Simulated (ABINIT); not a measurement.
# A GW chain in ABINIT: AgBr (Fm-3m), part 2 of 3

Aim: the G0W0 gap of AgBr (Fm-3m) on PBE, step by step.

ABINIT 10.8.3; PBE and many-body steps on it, plane waves. Known limits of the many-body steps: not at the basis limit; d shell near the gap, gap tends to lie low; no spin-orbit coupling; coarse k mesh.

So far. Step 2 (Ground state): The gap is indirect, with the least direct gap 1.93 eV higher.

The database entry behind the starting cell differs from later determinations by our own check (about 0.6 % short of the room-temperature cell), so it need not match the best structure at ambient conditions.

## (3) Bands along the symmetry lines

Level of this step: DFT, PBE, plane waves, norm-conserving pseudopotentials (ABINIT).

Levels along a band path, at the cheap level, show where the edges lie and whether the meshes to come will hold them.

Input file run.abi:

```
acell 3*1.0 Angstrom
rprim 
  -0.000000000000 2.870150000000 2.870150000000
  2.870150000000 0.000000000000 2.870150000000
  2.870150000000 2.870150000000 0.000000000000
ntypat 2
znucl 47 35
natom 2
typat 1 2
xred 
  0.000000000000 0.000000000000 0.000000000000
  0.500000000000 0.500000000000 0.500000000000
pp_dirpath "pseudos"
pseudos "Ag.upf, Br.upf"
ecut 37
iscf -2
irdden 1
kptopt 0
nkpt 50
kpt 
  0.00000000 0.00000000 0.00000000
  0.06250000 0.00000000 0.06250000
  0.12500000 0.00000000 0.12500000
  0.18750000 0.00000000 0.18750000
  0.25000000 0.00000000 0.25000000
  0.31250000 0.00000000 0.31250000
  0.37500000 0.00000000 0.37500000
  0.43750000 0.00000000 0.43750000
  0.50000000 0.00000000 0.50000000
  0.51562500 0.03125000 0.51562500
  0.53125000 0.06250000 0.53125000
  0.54687500 0.09375000 0.54687500
  0.56250000 0.12500000 0.56250000
  0.57812500 0.15625000 0.57812500
  0.59375000 0.18750000 0.59375000
  0.60937500 0.21875000 0.60937500
  0.62500000 0.25000000 0.62500000
  0.37500000 0.37500000 0.75000000
  0.32812500 0.32812500 0.65625000
  0.28125000 0.28125000 0.56250000
  0.23437500 0.23437500 0.46875000
  0.18750000 0.18750000 0.37500000
  0.14062500 0.14062500 0.28125000
  0.09375000 0.09375000 0.18750000
  0.04687500 0.04687500 0.09375000
  0.00000000 0.00000000 0.00000000
  0.06250000 0.06250000 0.06250000
  0.12500000 0.12500000 0.12500000
  0.18750000 0.18750000 0.18750000
  0.25000000 0.25000000 0.25000000
  0.31250000 0.31250000 0.31250000
  0.37500000 0.37500000 0.37500000
  0.43750000 0.43750000 0.43750000
  0.50000000 0.50000000 0.50000000
  0.50000000 0.46875000 0.53125000
  0.50000000 0.43750000 0.56250000
  0.50000000 0.40625000 0.59375000
  0.50000000 0.37500000 0.62500000
  0.50000000 0.34375000 0.65625000
  0.50000000 0.31250000 0.68750000
  0.50000000 0.28125000 0.71875000
  0.50000000 0.25000000 0.75000000
  0.50000000 0.21875000 0.71875000
  0.50000000 0.18750000 0.68750000
  0.50000000 0.15625000 0.65625000
  0.50000000 0.12500000 0.62500000
  0.50000000 0.09375000 0.59375000
  0.50000000 0.06250000 0.56250000
  0.50000000 0.03125000 0.53125000
  0.50000000 0.00000000 0.50000000
istwfk *1
nband 20
nbdbuf 2
tolwfr 1e-08
nstep 40
prtwf 0
prtvol 0
indata_prefix "in"
outdata_prefix "out"
tmpdata_prefix "tmp"
```

On the command line:

```console
$ OMP_NUM_THREADS=1 mpirun -n 4 abinit run.abi > log
```

Numbers of over 12 decimals in the logs are rounded to 6 here.

The log of the run:

```text
.Version 10.8.3 of ABINIT. v10.8.2 released Aug 2026.

 Symmetries : space group Fm -3 m (#225); Bravais cF (face-center cubic)
[... echo of the input left out ...]
== DATASET  1 ==================================================================
-   mpi_nproc: 4, omp_nthreads: 1 (-1 if OMP is not activated)

--- !DatasetInfo
iteration_state: {dtset: 1, }
dimensions: {natom: 2, nkpt: 50, mband: 20, nsppol: 1, nspinor: 1, nspden: 1, mpw: 3479, }
cutoff_energies: {ecut:  37.0, pawecutdg:  -1.0, }
electrons: {nelect:   2.60000000E+01, charge:   0.00000000E+00, occopt:   1.00000000E+00, tsmear:   1.00000000E-02, }

 Real(R)+Recip(G) space primitive vectors, cartesian coordinates (Bohr,Bohr^-1):
 R(1)=  0.0000000  5.4237974  5.4237974  G(1)= -0.0921863  0.0921863  0.0921863
 R(2)=  5.4237974  0.0000000  5.4237974  G(2)=  0.0921863 -0.0921863  0.0921863
 R(3)=  5.4237974  5.4237974  0.0000000  G(3)=  0.0921863  0.0921863 -0.0921863
 Unit cell volume ucvol=  3.1910998E+02 bohr^3
 Angles (23,13,12)=  6.00000000E+01  6.00000000E+01  6.00000000E+01 degrees

 getcut: wavevector=  0.0000  0.0000  0.0000  ngfft=  45  45  45
         ecut(hartree)=     37.000   => boxcut(ratio)=   2.09492

--- Pseudopotential description ------------------------------------------------
- Ag Generated using ONCVPSP code by D. R. Hamann
- 47.00000  19.00000  171031                  znucl, zion, pspdat
12 -101130 2 -1 1538                          pspcod,pspxc,lmax,lloc,mmax
     nproj     2     2     2
  pspatm : epsatm=   27.55768671
         --- l  ekb(1:nproj) -->
             0    9.557566   -0.414742
             1    3.443234   -0.133519
             2   -1.597169   -0.391124
 pspatm: atomic psp has been read  and splines computed

- Br Generated using ONCVPSP code by D. R. Hamann
- 35.00000   7.00000  171031                  znucl, zion, pspdat
12 -101130 2 -1 1098                          pspcod,pspxc,lmax,lloc,mmax
     nproj     2     2     2
  pspatm : epsatm=   11.64859065
         --- l  ekb(1:nproj) -->
[...]
pspatm: atomic psp has been read  and splines computed

--------------------------------------------------------------------------------

================================================================================
 prteigrs : about to open file out_EIG
 Non-SCF case, kpt    1 (  0.00000  0.00000  0.00000), residuals and eigenvalues=
  2.42E-09  1.60E-09  4.01E-09  8.73E-09  1.60E-09  2.87E-09  5.36E-09  7.35E-09
  4.39E-09  5.78E-09  4.16E-09  5.98E-09  8.96E-09  7.35E-10  1.17E-09  4.57E-09
  7.65E-09  6.19E-09  8.39E-09  7.37E-09
 -3.1327E+00 -1.7921E+00 -1.7921E+00 -1.7921E+00 -3.7419E-01  7.7349E-02
  7.7349E-02  7.7349E-02  7.7372E-02  7.7372E-02  1.0913E-01  1.0913E-01
  1.0913E-01  2.0483E-01  5.4494E-01  5.4494E-01  5.4494E-01  5.9098E-01
  6.1409E-01  6.1409E-01
 Non-SCF case, kpt    2 (  0.06250  0.00000  0.06250), residuals and eigenvalues=
[...]
6.1247E-01  6.2706E-01
 Non-SCF case, kpt    3 (  0.12500  0.00000  0.12500), residuals and eigenvalues=
[...]
3.26E-09  4.92E-09  4.06E-06  1.88E-05
[...]
6.5240E-01  6.5654E-01
[...]
Non-SCF case, kpt   49 (  0.50000  0.03125  0.53125), residuals and eigenvalues=
[...]
7.2666E-01  7.2960E-01
 Non-SCF case, kpt   50 (  0.50000  0.00000  0.50000), residuals and eigenvalues=
[...]
6.7309E-02  7.5891E-02  7.5891E-02  8.3288E-02  9.2453E-02  9.2453E-02
  9.6182E-02  2.3902E-01  4.3959E-01  5.1340E-01  5.8642E-01  5.8642E-01
  7.2943E-01  7.2966E-01

--- !ResultsGS
iteration_state: {dtset: 1, }
comment   : Summary of ground state results
lattice_vectors:
- [ -0.0000000,   5.4237974,   5.4237974, ]
- [  5.4237974,   0.0000000,   5.4237974, ]
- [  5.4237974,   5.4237974,   0.0000000, ]
lattice_lengths: [   7.67041,    7.67041,    7.67041, ]
lattice_angles: [ 60.000,  60.000,  60.000, ] # degrees, (23, 13, 12)
lattice_volume:   3.1910998E+02
convergence: {deltae:  0.000E+00, res2:  0.000E+00, residm:  9.984E-09, diffor:  0.000E+00, }
etotal    :  -1.70774384E+02
entropy   :   0.00000000E+00
fermie    :   1.80128360E-01
cartesian_stress_tensor: null
pressure_GPa: null
xred      :
- [  0.0000E+00,   0.0000E+00,   0.0000E+00, Ag]
- [  5.0000E-01,   5.0000E-01,   5.0000E-01, Br]
cartesian_forces: null
force_length_stats: {min: null, max: null, mean: null, }

 Integrated electronic density in atomic spheres:
 ------------------------------------------------
 Atom  Sphere_radius  Integrated_density
[...]
================================================================================

 ----iterations are completed or convergence reached----

 Mean square residual over all n,k,spin=   46.097E-10; max=  99.838E-10
 reduced coordinates (array xred) for    2 atoms
       0.000000000000      0.000000000000      0.000000000000
       0.500000000000      0.500000000000      0.500000000000

 cartesian coordinates (angstrom) at end:
[...]
length scales=  1.889726125908  1.889726125908  1.889726125908 bohr
              =  1.000000000000  1.000000000000  1.000000000000 angstroms
 prteigrs : about to open file out_EIG
 Eigenvalues (hartree) for nkpt=  50  k points:
 kpt#   1, nband= 20, wtk=  1.00000, kpt=  0.0000  0.0000  0.0000 (reduced coord)
[...]
kpt#   2, nband= 20, wtk=  1.00000, kpt=  0.0625  0.0000  0.0625 (reduced coord)
[...]
kpt#   3, nband= 20, wtk=  1.00000, kpt=  0.1250  0.0000  0.1250 (reduced coord)
[...]
kpt#  49, nband= 20, wtk=  1.00000, kpt=  0.5000  0.0313  0.5313 (reduced coord)
[...]
0.58006    0.58783    0.72666    0.72960
 kpt#  50, nband= 20, wtk=  1.00000, kpt=  0.5000  0.0000  0.5000 (reduced coord)
  -3.13268   -1.79218   -1.79215   -1.79215   -0.35662    0.02285    0.06731    0.07589
   0.07589    0.08329    0.09245    0.09245    0.09618    0.23902    0.43959    0.51340
   0.58642    0.58642    0.72943    0.72966

== END DATASET(S) ==============================================================
================================================================================

 -outvars: echo values of variables after computation  --------
            nband          20
             nkpt          50
          spgroup         225
 [... the other variables as echoed above ...]

 Calculation completed.
```

Run time: 18 s. Hardware: 4 MPI ranks of Arm Neoverse V1, shared host; peak memory 0.3 GiB.

Numbers from this step:

```yaml
gap: 0.6721 eV
k_of_the_valence_top: 0.5, 0.5, 0.5
k_of_the_conduction_bottom: 0, 0, 0
least_direct_gap: 2.604 eV
```

The gap is 0.672 eV, as in the run before at this level.

Electronic bands along the path, in eV, zero at the top of the highest filled band:

| point | band 10 | band 11 | band 12 | band 13 | band 14 | band 15 | band 16 | band 17 |
| --- | --- | --- | --- | --- | --- | --- | --- | --- |
| Γ | -2.80 | -1.93 | -1.93 | -1.93 | 0.67 | 9.93 | 9.93 | 9.93 |
| halfway | -2.72 | -1.86 | -1.86 | -1.64 | 3.28 | 6.69 | 7.83 | 9.50 |
| X | -2.64 | -2.39 | -2.39 | -2.28 | 1.60 | 7.06 | 9.07 | 11.06 |
| halfway | -2.40 | -2.34 | -2.13 | -1.99 | 2.02 | 7.07 | 8.81 | 10.41 |
| U | -2.44 | -2.22 | -2.02 | -1.21 | 2.97 | 6.84 | 8.24 | 9.19 |
| jump to K | -2.44 | -2.22 | -2.02 | -1.21 | 2.97 | 6.84 | 8.24 | 9.19 |
| halfway | -2.56 | -2.06 | -1.79 | -0.21 | 3.79 | 6.49 | 7.48 | 7.82 |
| Γ | -2.80 | -1.93 | -1.93 | -1.93 | 0.67 | 9.93 | 9.93 | 9.93 |
| halfway | -2.65 | -2.31 | -0.77 | -0.77 | 2.88 | 7.17 | 8.24 | 8.24 |
| L | -2.49 | -2.15 | 0.00 | 0.00 | 3.74 | 6.59 | 6.77 | 6.77 |
| halfway | -2.48 | -2.20 | -1.20 | -0.61 | 4.50 | 5.25 | 7.84 | 7.93 |
| W | -2.37 | -2.29 | -2.29 | -1.53 | 3.79 | 7.15 | 7.68 | 7.68 |
| halfway | -2.39 | -2.38 | -2.33 | -1.77 | 2.46 | 7.16 | 8.58 | 9.12 |
| X | -2.64 | -2.39 | -2.39 | -2.28 | 1.60 | 7.06 | 9.07 | 11.06 |

## (4) Empty states on the mesh, 4×4×4 mesh, 144 bands

The sums over transitions need many empty states on a uniform mesh; this step solves for them.

Input file run.abi:

```
acell 3*1.0 Angstrom
rprim 
  -0.000000000000 2.870150000000 2.870150000000
  2.870150000000 0.000000000000 2.870150000000
  2.870150000000 2.870150000000 0.000000000000
ntypat 2
znucl 47 35
natom 2
typat 1 2
xred 
  0.000000000000 0.000000000000 0.000000000000
  0.500000000000 0.500000000000 0.500000000000
pp_dirpath "pseudos"
pseudos "Ag.upf, Br.upf"
ecut 37
ngkpt 4 4 4
nshiftk 1
shiftk 0 0 0
kptopt 1
chksymbreak 0
irdden 1
istwfk *1
nband 144
prtvol 0
optdriver 6
gwr_task "HDIAGO"
paral_kgb 0
occopt 1
indata_prefix "in"
outdata_prefix "out"
tmpdata_prefix "tmp"
```

The log of the run:

```text
[banner, memory and clock lines left out]
.Version 10.8.3 of ABINIT. v10.8.2 released Aug 2026.

 Symmetries : space group Fm -3 m (#225); Bravais cF (face-center cubic)
[... echo of the input left out ...]
== DATASET  1 ==================================================================
-   mpi_nproc: 4, omp_nthreads: 1 (-1 if OMP is not activated)

--- !DatasetInfo
iteration_state: {dtset: 1, }
dimensions: {natom: 2, nkpt: 8, mband: 144, nsppol: 1, nspinor: 1, nspden: 1, mpw: 3479, }
cutoff_energies: {ecut:  37.0, pawecutdg:  -1.0, }
electrons: {nelect:   2.60000000E+01, charge:   0.00000000E+00, occopt:   1.00000000E+00, tsmear:   1.00000000E-02, }

.Using double precision arithmetic; gwpc =  8

- Reading GS density from: in_DEN

--- Pseudopotential description ------------------------------------------------
- Ag Generated using ONCVPSP code by D. R. Hamann
- 47.00000  19.00000  171031                  znucl, zion, pspdat
12 -101130 2 -1 1538                          pspcod,pspxc,lmax,lloc,mmax
     nproj     2     2     2
  pspatm : epsatm=   27.55768671
         --- l  ekb(1:nproj) -->
             0    9.557566   -0.414742
             1    3.443234   -0.133519
             2   -1.597169   -0.391124
 pspatm: atomic psp has been read  and splines computed

- Br Generated using ONCVPSP code by D. R. Hamann
- 35.00000   7.00000  171031                  znucl, zion, pspdat
12 -101130 2 -1 1098                          pspcod,pspxc,lmax,lloc,mmax
     nproj     2     2     2
  pspatm : epsatm=   11.64859065
         --- l  ekb(1:nproj) -->
             0    8.455549    0.878460
             1    5.292495    0.880691
             2    2.589748    0.385882
 pspatm: atomic psp has been read  and splines computed

   1.01936321E+03                                ecore*ucvol(ha*bohr**3)

 Total charge density [el/Bohr^3]
)     Maximum=    2.1427E+00  at reduced coord.    0.0000    0.0889    0.9111
)     Minimum=    2.0410E-03  at reduced coord.    0.5111    0.4889    0.4889
   Integrated=    2.6000E+01

 === KS gaps after direct diagonalization ===
 Indirect band gap semiconductor
 Fundamental gap:     0.672 (eV)
   VBM:     4.902 (eV) at k: [ 5.0000E-01,  0.0000E+00,  0.0000E+00]
   CBM:     5.574 (eV) at k: [ 0.0000E+00,  0.0000E+00,  0.0000E+00]
 Direct gap:         2.604 (eV) at k: [ 0.0000E+00,  0.0000E+00,  0.0000E+00]

== END DATASET(S) ==============================================================

 -outvars: echo values of variables after computation  --------
           etotal      0.0000000000E+00
            nband         144
             nkpt           8
          spgroup         225
 [... the other variables as echoed above ...]

 Calculation completed.
```

The job ended after 66 s (4 MPI ranks; peak memory 2.8 GiB; 4.4 min of CPU time).

This step gave:

| Property | Result |
| --- | --- |
| gap | 0.6721 eV |
| k of the valence top | 0.5, 0, 0 |
| k of the conduction bottom | 0, 0, 0 |
| least direct gap | 2.604 eV |
| k points computed | 8 |
| lowest point of the top converged band, above the valence top | 99.5702 eV |

On this mesh the gap is 0.672 eV.

## (5) Screening, 4×4×4 mesh, 136 bands, screening to 163.3 eV

The RPA dielectric matrix is built and inverted for each q.

This step: RPA screening on PBE, plane waves, norm-conserving pseudopotentials.

Edit run.abi of step 4 so:

```diff
@@ -20,10 +20,11 @@
 chksymbreak 0
-irdden 1
 istwfk *1
-nband 144
-prtvol 0
-optdriver 6
-gwr_task "HDIAGO"
-paral_kgb 0
 occopt 1
+irdwfk 1
+optdriver 3
+nband 136
+ecuteps 6
+inclvkb 2
+awtr 1
+symchi 1
 indata_prefix "in"
```

The log of the run:

```text
.Version 10.8.3 of ABINIT. v10.8.2 released Aug 2026.

 Symmetries : space group Fm -3 m (#225); Bravais cF (face-center cubic)
[... echo of the input left out ...]
== DATASET  1 ==================================================================
-   mpi_nproc: 4, omp_nthreads: 1 (-1 if OMP is not activated)

--- !DatasetInfo
iteration_state: {dtset: 1, }
dimensions: {natom: 2, nkpt: 8, mband: 136, nsppol: 1, nspinor: 1, nspden: 1, mpw: 3479, }
cutoff_energies: {ecut:  37.0, pawecutdg:  -1.0, }
electrons: {nelect:   2.60000000E+01, charge:   0.00000000E+00, occopt:   1.00000000E+00, tsmear:   1.00000000E-02, }

 SCREENING: Calculation of the susceptibility and dielectric matrices

 Based on a program developped by R.W. Godby, V. Olevano, G. Onida, and L. Reining.
 Incorporated in ABINIT by V. Olevano, G.-M. Rignanese, and M. Torrent.
.Using double precision arithmetic ; gwpc =  8

[... cell and pseudopotentials left out ...]
--------------------------------------------------------------------------------

 ==== K-mesh for the wavefunctions ====
 Number of points in the irreducible wedge :     8
[... list of points left out ...]
 Together with 48 symmetry operations and time-reversal symmetry
 yields    64 points in the full Brillouin Zone.

 ==== Q-mesh for the screening function ====
 Number of points in the irreducible wedge :     8
[... list of points left out ...]
 Together with 48 symmetry operations and time-reversal symmetry
 yields    64 points in the full Brillouin Zone.

 setmesh: FFT mesh size selected  =    30x   30x   30
          total number of points  =        27000

 vcoul_init : cutoff-mode = AUXILIARY_FUNCTION
 q-points for optical limit:   1
     1)      0.000010    0.000020    0.000030

- screening: taking advantage of time-reversal symmetry
- Maximum band index for partially occupied states nbvw = 13
- Remaining bands to be divided among processors   nbcw = 123
- Number of bands treated by each node ~30

 Number of electrons calculated from density =   26.0000; Expected =   26.0000
 average of density, n =  0.081477
 r_s =    1.4310
 omega_plasma =   27.5342 [eV]

 calculating chi0 at frequencies [eV] :
  1    0.000000E+00    0.000000E+00
  2    0.000000E+00    2.753418E+01

--------------------------------------------------------------------------------
  q-point number  1        q = ( 0.000000, 0.000000, 0.000000) [r.l.u.]
--------------------------------------------------------------------------------
[... chi0 elements left out ...]
 For q-point:  0.000010 0.000020 0.000030
  dielectric constant =   6.8206
  dielectric constant without local fields =   7.3698

  Average fulfillment of the sum rule on Im[epsilon] for q-point    1 :     74.91  [%]
[... wings left out ...]
  q-point number  2        q = ( 0.250000, 0.000000, 0.000000) [r.l.u.]
--------------------------------------------------------------------------------
[... chi0 elements left out ...]
  Average fulfillment of the sum rule on Im[epsilon] for q-point    2 :     85.84  [%]

 [... 6 further q-points ...]
```

It took 43 s on 4 MPI ranks; peak memory 1 GiB; 2.9 min of CPU time.

This step gave:

```
ε∞ with local fields, on this mesh, along the program's q direction : 6.821
the same without local fields                                       : 7.370
plasma frequency                                                    : 27.53 eV
plane waves in the screening matrix                                 : 229
```

Local fields lower ε∞ by 7 %. On a Γ-centred mesh this coarse the value itself is usually too large, while a short band sum pulls it down.

[end of part 2 of 3]

[Paths, hosts, dates, memory and timing lines, banners, echoed tables and standing remarks are left out of the program output.]

[Logs are printed without paths, hosts, clocks, repeated set-up lines and the standing remarks that a program may print on its own settings, such as how far it seeks lower states.]

[Runs of the session that timed out or met a known fault of the program may be left out.]

[Hosts, paths, dates, database ids (printed as entryN), source tags and the programs' standing remarks are cut or masked in the printed files.]

[G0W0 gaps are taken among the corrected bands and points alone; a level outside them can change the order at an edge.]

[Where Ansatz stands beside ABINIT at settings called matched, ABINIT's density can come from a denser mesh and the files from another edition; pairs whose starting gaps differed by over 0.03 eV were left out, so agreement reads better than it is.]
